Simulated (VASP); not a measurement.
# ZrB2 (P6/mmm) in VASP: further runs

The runs below take ZrB2 through single point, relaxation of cell and atoms, with PBEsol.

All numbers are computed with VASP 6.6.1; they aren't measurements. Logs are shortened: lines on timing, memory, paths and dates and some standing lists are left out, and cuts for length are marked.

## (1) Starting point

Symmetry: P6/mmm, No. 191, hexagonal system. The conventional cell has a = 3.155 Å, b = 3.155 Å, c = 3.507 Å, α = 90.00°, β = 90.00°, γ = 120.00°. Zr (site symmetry 6/mmm) is surrounded by 12 B at 2.53 Å. B (site symmetry -6m2) has 3 B at 1.82 Å as nearest neighbours.

## (2) Single point, PBEsol

Input file INCAR:

```
ALGO     = Normal         # electronic algorithm
EDIFF    = 1E-7           # SCF threshold, eV
ENCUT    = 520            # plane-wave cutoff, eV
GGA      = PS             # functional
ISIF     = 2              # what is computed and relaxed
ISMEAR   = 0              # smearing method
LASPH    = True           # aspherical terms in the spheres
LCHARG   = False          # write CHGCAR
LREAL    = False          # projectors in reciprocal space
LWAVE    = False          # write WAVECAR
NBANDS   = 16             # bands
NELM     = 100            # most SCF steps
PREC     = Accurate       # precision mode
SIGMA    = 0.1            # smearing width, eV
```

Input file KPOINTS:

```
k-points
0
Gamma
  15 15 12
```

Input file POSCAR:

```
ZrB2
1.0
    3.1548456331      0.0000000000      0.0000000000
   -1.5774228165      2.7321764632      0.0000000000
    0.0000000000      0.0000000000      3.5069717885
Zr B
1 2
Direct
    0.0000000000      0.0000000000      0.0000000000
    0.3333333333      0.6666666667      0.5000000000
    0.6666666667      0.3333333333      0.5000000000
```

Potentials or basis: VASP PAW PBE potentials, release 64 (Zr_sv, B).

Launch:

```console
$ cat potpaw_PBE.64/Zr_sv/POTCAR potpaw_PBE.64/B/POTCAR > POTCAR
$ mpirun -np 1 vasp_std > vasp.out
```

OUTCAR:

```text
EDIFF = 1E-7
   ENCUT = 520
   GGA = PS
   ISIF = 2
   ISMEAR = 0
   LASPH = True
   LREAL = False
   NELM = 100
   PREC = Accurate

 ion  position               nearest neighbor table
   1  0.000  0.000  0.000-   2 2.53   3 2.53   2 2.53   3 2.53   2 2.53   2 2.53   3 2.53   3 2.53
                             3 2.53   3 2.53   2 2.53   2 2.53
   2  0.333  0.667  0.500-   3 1.82   3 1.82   3 1.82   1 2.53   1 2.53   1 2.53   1 2.53   1 2.53
                             1 2.53
   3  0.667  0.333  0.500-   2 1.82   2 1.82   2 1.82   1 2.53   1 2.53   1 2.53   1 2.53   1 2.53
                             1 2.53

  LATTYP: Found a hexagonal cell.
 ALAT       =     3.1548456331
 C/A-ratio  =     1.1116143851

  Lattice vectors:

 A1 = (   3.1548456331,   0.0000000000,   0.0000000000)
 A2 = (  -1.5774228165,   2.7321764632,   0.0000000000)
 A3 = (   0.0000000000,   0.0000000000,   3.5069717885)

Analysis of symmetry for initial positions (statically):
=====================================================================
 Subroutine PRICEL returns:
 Original cell was already a primitive cell.

 Routine SETGRP: Setting up the symmetry group for a
 hexagonal supercell.

 Subroutine GETGRP returns: Found 24 space group operations
 (whereof 24 operations were pure point group operations)
 out of a pool of 24 trial point group operations.

The static configuration has the point symmetry D_6h.

Analysis of symmetry for dynamics (positions and initial velocities):
=====================================================================
 Subroutine PRICEL returns:
 Original cell was already a primitive cell.

 Routine SETGRP: Setting up the symmetry group for a
 hexagonal supercell.

 Subroutine GETGRP returns: Found 24 space group operations
 (whereof 24 operations were pure point group operations)
 out of a pool of 24 trial point group operations.

The dynamic configuration has the point symmetry D_6h.

 Subroutine INISYM returns: Found 24 space group operations
 (whereof 24 operations are pure point group operations),
 and found     1 'primitive' translations

----------------------------------------------------------------------------------------

                                     Primitive cell

  volume of cell :      30.2287

  direct lattice vectors                    reciprocal lattice vectors
     3.154845633  0.000000000  0.000000000     0.316972720  0.183004285  0.000000000
    -1.577422816  2.732176463  0.000000000     0.000000000  0.366008570  0.000000000
     0.000000000  0.000000000  3.506971789     0.000000000  0.000000000  0.285146292

  length of vectors
     3.154845633  3.154845633  3.506971789     0.366008570  0.366008570  0.285146292

  position of ions in fractional coordinates (direct lattice)
     0.000000000  0.000000000  0.000000000
     0.333333333  0.666666667  0.500000000
     0.666666667  0.333333333  0.500000000

  ion indices of the primitive-cell ions
   primitive index   ion index
                 1           1
                 2           2
                 3           3

----------------------------------------------------------------------------------------

 KPOINTS: k-points

Automatic generation of k-mesh.
 Grid dimensions read from file:
 generate k-points for:   15   15   12

 Generating k-lattice:

  Cartesian coordinates                     Fractional coordinates (reciprocal lattice)
     0.021131515  0.012200286  0.000000000     0.066666667  0.000000000  0.000000000
     0.000000000  0.024400571  0.000000000     0.000000000  0.066666667  0.000000000
     0.000000000  0.000000000  0.023762191     0.000000000  0.000000000  0.083333333

  Length of vectors
     0.024400571  0.024400571  0.023762191

  Shift w.r.t. Gamma in fractional coordinates (k-lattice)
     0.000000000  0.000000000  0.000000000

 Subroutine IBZKPT returns following result:
 ===========================================

 Found    189 irreducible k-points:

 Following reciprocal coordinates:
            Coordinates               Weight
  0.000000  0.000000  0.000000      1.000000
  0.066667  0.000000  0.000000      6.000000
  0.133333  0.000000  0.000000      6.000000
  0.200000  0.000000  0.000000      6.000000
  0.266667  0.000000  0.000000      6.000000
  0.333333  0.000000  0.000000      6.000000
[... 16 lines left out ...]
  0.333333  0.200000  0.000000     12.000000
  0.400000  0.200000  0.000000      6.000000
 [... further k-points ...]
   k-points           NKPTS =    189   k-points in BZ     NKDIM =    189   number of bands    NBANDS=     16
   number of dos      NEDOS =    301   number of ions     NIONS =      3
   total plane-waves  NPLWV =  16128
   dimension x,y,z NGX =    24 NGY =   24 NGZ =   28
   dimension x,y,z NGXF=    48 NGYF=   48 NGZF=   56
   ions per type =               1   2
   NGX,Y,Z   is equivalent  to a cutoff of  12.65, 12.65, 13.27 a.u.
   NGXF,Y,Z  is equivalent  to a cutoff of  25.29, 25.29, 26.55 a.u.
 SYSTEM =  unknown system
   PREC   = accura    normal or accurate (medium, high low for compatibility)
   ISTART =      0    job   : 0-new  1-cont  2-samecut
   ICHARG =      2    charge: 1-file 2-atom 10-const
   ISPIN  =      1    spin polarized calculation?
   LNONCOLLINEAR =      F non collinear calculations
   LSORBIT =      F    spin-orbit coupling
   LASPH  =      T    aspherical Exc in radial PAW
   ENCUT  =  520.0 eV  38.22 Ry    6.18 a.u.   5.87  5.87  6.52*2*pi/ulx,y,z
   NELM   =    100;   NELMIN=  2; NELMDL= -5     # of ELM steps
   EDIFF  = 0.1E-06   stopping-criterion for ELM
   LREAL  =      F    real-space projection
   EDIFFG = 0.1E-05   stopping-criterion for IOM
   NSW    =      0    number of steps for IOM
   IBRION =     -1    ionic relax: 0-MD 1-quasi-New 2-CG
   NFREE  =      0    steps in history (QN), initial steepest desc. (CG)
   ISIF   =      2    stress and relaxation
   ISYM   =      2    0-nonsym 1-usesym 2-fastsym
   POTIM  = 0.5000    time-step for ionic-motion
   TEBEG  =    0.0;   TEEND  =   0.0 temperature during run
   PSTRESS=    0.0 pullay stress
   NELECT =      18.0000    total number of electrons
   NUPDOWN=      -1.0000    fix difference up-down
   EMIN   =  10.00;   EMAX   =-10.00  energy-range for DOS
   EFERMI =   0.00;   METHOD = LEGACY
   ISMEAR =     0;   SIGMA  =   0.10  broadening in eV -4-tet -1-fermi 0-gaus
   EFERMI_NEDOS =   21; number of points for ismear=-14 and -15
   IALGO  =     38    algorithm
   IMIX   =      4    mixing-type and parameters
     AMIX     =   0.40;   BMIX     =  1.00
     AMIX_MAG =   1.60;   BMIX_MAG =  1.00
  volume/ion in A,a.u.               =      10.08        68.00
  Fermi-wavevector in a.u.,A,eV,Ry     =   1.377292  2.602704 25.809336  1.896933
  Thomas-Fermi vector in A             =   2.502458
   LORBIT       =      0    0 simple, 1 ext, 2 COOP (PROOUT), +10 PAW based schemes
   GGA     = PS    functional components
   LHFCALC =     F    Hartree Fock is set to
   AEXX    =    0.0000 exact exchange contribution
   IVDW    =     0    specifies the selected vdW correction
   LEPSILON=     F    determine dielectric tensor
   LRPA    =     F    only Hartree local field effects (RPA)
 non-spin polarized calculation
 Gauss-broadening in eV      SIGMA  =   0.10
  energy-cutoff  :      520.00
  volume of cell :       30.23
 maximum number of plane-waves:       831
 NGX is ok and might be reduce to    24
   NGX = 11   NGY = 11   NGZ = 13

 number of electron      18.0000000 magnetization

 Free energy of the ion-electron system (eV)
  ---------------------------------------------------
  ext. energy  EPLUGINS =         0.00000000
  ---------------------------------------------------
  free energy    TOTEN  =       -26.40304618 eV

  energy without entropy =      -26.40197581  energy(sigma->0) =      -26.40251099

 E-fermi :  10.6045     XC(G=0): -12.6180

 val. band max:       10.5756142882   @ k =   0.0667   0.0667   0.4167
 cond. band min:      10.6171697527   @ k =   0.4000   0.1333   0.0000
 fundamental gap:      0.0415554645
 Fermi energy:        10.6045416693

 k-point     1 :       0.0000    0.0000    0.0000
  band No.  band energies     occupation
      1     -37.8285      2.00000
      2     -16.0651      2.00000
      3     -15.4779      2.00000
      4     -15.4779      2.00000
      5      -2.1573      2.00000
      6       7.9420      2.00000
[... 8 lines left out ...]
     15      15.8058      0.00000
     16      15.8058      0.00000

 k-point     2 :       0.0667    0.0000    0.0000
  band No.  band energies     occupation
      1     -37.8231      2.00000
      2     -16.0572      2.00000
      3     -15.5247      2.00000
      4     -15.4880      2.00000
      5      -2.0662      2.00000
      6       7.6767      2.00000
[... 8 lines left out ...]
     15      16.2651      0.00000
     16      16.4834      0.00000

 k-point     3 :       0.1333    0.0000    0.0000
  band No.  band energies     occupation
      1     -37.8079      2.00000
      2     -16.0347      2.00000
      3     -15.6551      2.00000
      4     -15.5164      2.00000
      5      -1.8001      2.00000
      6       7.0033      2.00000
[... 8 lines left out ...]
     15      17.0050      0.00000
     16      17.6639      0.00000

 k-point     4 :       0.2000    0.0000    0.0000
  band No.  band energies     occupation
      1     -37.7855      2.00000
      2     -16.0012      2.00000
      3     -15.8421      2.00000
      4     -15.5579      2.00000
      5      -1.3783      2.00000
      6       6.1277      2.00000
[... 8 lines left out ...]
     15      17.5215      0.00000
     16      18.3816      0.00000

 k-point     5 :       0.2667    0.0000    0.0000
  band No.  band energies     occupation
      1     -37.7595      2.00000
      2     -16.0498      2.00000
      3     -15.9626      2.00000
      4     -15.6051      2.00000
      5      -0.8252      2.00000
      6       5.1796      2.00000
[... 8 lines left out ...]
     15      18.1047      0.00000
     16      19.9484      0.00000

 k-point     6 :       0.3333    0.0000    0.0000
  band No.  band energies     occupation
      1     -37.7345      2.00000
      2     -16.2423      2.00000
      3     -15.9252      2.00000
      4     -15.6497      2.00000
      5      -0.1651      2.00000
      6       4.2193      2.00000
[... 8 lines left out ...]
     15      19.0759      0.00000
     16      20.7933      0.00000
[... 267 lines left out ...]
 k-point    21 :       0.2000    0.2000    0.0000
  band No.  band energies     occupation
      1     -37.7285      2.00000
      2     -16.1978      2.00000
      3     -15.9163      2.00000
      4     -15.7600      2.00000
      5       0.0028      2.00000
      6       4.5808      2.00000
[... 8 lines left out ...]
     15      18.1420      0.00000
     16      19.9703      0.00000

 k-point    22 :       0.2667    0.2000    0.0000
  band No.  band energies     occupation
      1     -37.7100      2.00000
      2     -16.2868      2.00000
      3     -15.8887      2.00000
      4     -15.8472      2.00000
      5       0.6999      2.00000
      6       3.9411      2.00000
[... 8 lines left out ...]
     15      18.5931      0.00000
     16      20.6202      0.00000

 k-point    23 :       0.3333    0.2000    0.0000
  band No.  band energies     occupation
      1     -37.6974      2.00000
      2     -16.3422      2.00000
      3     -15.9104      2.00000
      4     -15.8699      2.00000
      5       1.4784      2.00000
      6       3.1668      2.00000
[... 8 lines left out ...]
     15      19.7156      0.00000
     16      20.6474      0.00000

 k-point    24 :       0.4000    0.2000    0.0000
  band No.  band energies     occupation
      1     -37.6929      2.00000
      2     -16.3609      2.00000
      3     -15.9335      2.00000
      4     -15.8632      2.00000
      5       2.2281      2.00000
      6       2.4082      2.00000
[... 8 lines left out ...]
     15      20.2408      0.00000
     16      20.4162      0.00000

 [... further k-points ...]

------------------------ aborting loop because EDIFF is reached ----------------------------------------

  FORCE on cell =-STRESS in cart. coord.  units (eV):
  Direction    XX          YY          ZZ          XY          YZ          ZX
  --------------------------------------------------------------------------------------
  -------------------------------------------------------------------------------------
  Total        0.0588912      0.0588912      0.0583518      0.0000000      0.0000000     -0.0000000
  in kB        3.1213440      3.1213440      3.0927572      0.0000000      0.0000000     -0.0000000
  external PRESSURE =       3.1118151 kB  Pullay stress =       0.0000000 kB

 VOLUME and BASIS-vectors are now :
 -----------------------------------------------------------------------------
  energy-cutoff  :      520.00
  volume of cell :       30.23
      direct lattice vectors                 reciprocal lattice vectors
     3.154845633  0.000000000  0.000000000     0.316972720  0.183004285  0.000000000
    -1.577422816  2.732176463  0.000000000     0.000000000  0.366008570  0.000000000
     0.000000000  0.000000000  3.506971789     0.000000000  0.000000000  0.285146292

 POSITION                                       TOTAL-FORCE (eV/Angst)
 -----------------------------------------------------------------------------------
      0.00000      0.00000      0.00000         0.000000     -0.000000      0.000000
     -0.00000      1.82145      1.75349         0.000000     -0.000000      0.000000
      1.57742      0.91073      1.75349        -0.000000      0.000000      0.000000
 -----------------------------------------------------------------------------------
    total drift:                               -0.000000      0.000000      0.000000

  FREE ENERGIE OF THE ION-ELECTRON SYSTEM (eV)
  ---------------------------------------------------
  free  energy   TOTEN  =       -26.4030461791 eV

  energy  without entropy=      -26.4019758095  energy(sigma->0) =      -26.40251099
```

Wall time 47 s (1 thread of AMD EPYC 9R45 (Zen 5), shared host); peak memory 0.18 GiB.

Results:

- Free energy: -26.4030 eV
- Pressure: 0.3 GPa
- Band gap on the k mesh: none (metal or under the smearing width)

Caveat: the PAW data sets were made with another functional, which shifts forces and pressure a little.

## (3) Relaxation of cell and atoms, PBEsol

This run uses another cell than the first one, of 10.25 Å³/atom, 1.017 times its volume.

Input file INCAR:

```
ALGO     = Normal         # electronic algorithm
EDIFF    = 1E-7           # SCF threshold, eV
EDIFFG   = -0.005         # ionic threshold
ENCUT    = 600            # plane-wave cutoff, eV
GGA      = PS             # functional
IBRION   = 2              # ionic algorithm
ISIF     = 3              # what is computed and relaxed
ISMEAR   = 0              # smearing method
LASPH    = True           # aspherical terms in the spheres
LCHARG   = False          # write CHGCAR
LREAL    = False          # projectors in reciprocal space
LWAVE    = False          # write WAVECAR
NELM     = 100            # most SCF steps
NSW      = 100            # ionic steps
PREC     = Accurate       # precision mode
SIGMA    = 0.1            # smearing width, eV
```

KPOINTS is that of step 2.

Input file POSCAR:

```
ZrB2
1.0
    3.1700000000      0.0000000000      0.0000000000
   -1.5850000000      2.7453005300      0.0000000000
    0.0000000000      0.0000000000      3.5330000000
Zr B
1 2
Direct
    0.0000000000      0.0000000000      0.0000000000
    0.3333333333      0.6666666667      0.5000000000
    0.6666666667      0.3333333333      0.5000000000
```

Potentials or basis: VASP PAW PBE potentials, release 64 (Zr_sv, B).

Launch:

```console
$ cat potpaw_PBE.64/Zr_sv/POTCAR potpaw_PBE.64/B/POTCAR > POTCAR
$ mpirun -np 1 vasp_std > vasp.out
```

Run time: 2.4 min. Hardware: 1 thread of AMD EPYC 9R45 (Zen 5), shared host; peak memory 0.21 GiB.

It converged, with:

```yaml
Free_energy: -26.4053 eV
Relaxed_volume: 10.09 Å³/atom
Relaxed_cell: a = 3.156 Å, b = 3.156 Å, c = 3.509 Å, α = 90.00°, β = 90.00°, γ = 120.00°
Space_group_after_relaxing_to_0.05_Å: P6/mmm (No. 191)
Energy_gained_by_relaxing: 2.0 meV/atom
Ionic_steps: 4
Pressure_after_relaxing: 0.0 GPa
Band_gap_on_the_k_mesh: none (metal or under the smearing width)
```

Step by step:
```csv
step,energy change (eV),largest force (eV/Å),pressure (GPa),volume (Å³)
1,0.0000,0.0000,-3.79,30.75
2,0.0034,0.0000,5.11,29.68
3,-0.0058,0.0000,0.02,30.27
4,-0.0059,0.0000,-0.01,30.27
```

Final structure:
```cif
data_structure
_symmetry_space_group_name_H-M 'P 1'
_symmetry_Int_Tables_number 1
_cell_length_a 3.1560
_cell_length_b 3.1560
_cell_length_c 3.5089
_cell_angle_alpha 90.000
_cell_angle_beta 90.000
_cell_angle_gamma 120.000
_cell_volume 30.27
loop_
_atom_site_label
_atom_site_type_symbol
_atom_site_fract_x
_atom_site_fract_y
_atom_site_fract_z
_atom_site_occupancy
Zr1 Zr 0.00000 0.00000 0.00000 1
B1 B 0.33333 0.66667 0.50000 1
B2 B 0.66667 0.33333 0.50000 1
```

Levels at points of the mesh, in eV from the Fermi level:
| k point | band 7 | band 8 | band 9 | band 10 | band 11 | band 12 |
| --- | --- | --- | --- | --- | --- | --- |
| (0.00, 0.00, 0.00) | -2.66 | -2.64 | -2.28 | 3.48 | 3.48 | 4.31 |
| (0.00, 0.00, 0.50) | -0.94 | -0.94 | 0.30 | 0.30 | 0.79 | 0.79 |

Caveat: the PAW data sets were made with another functional, which shifts forces and pressure a little.
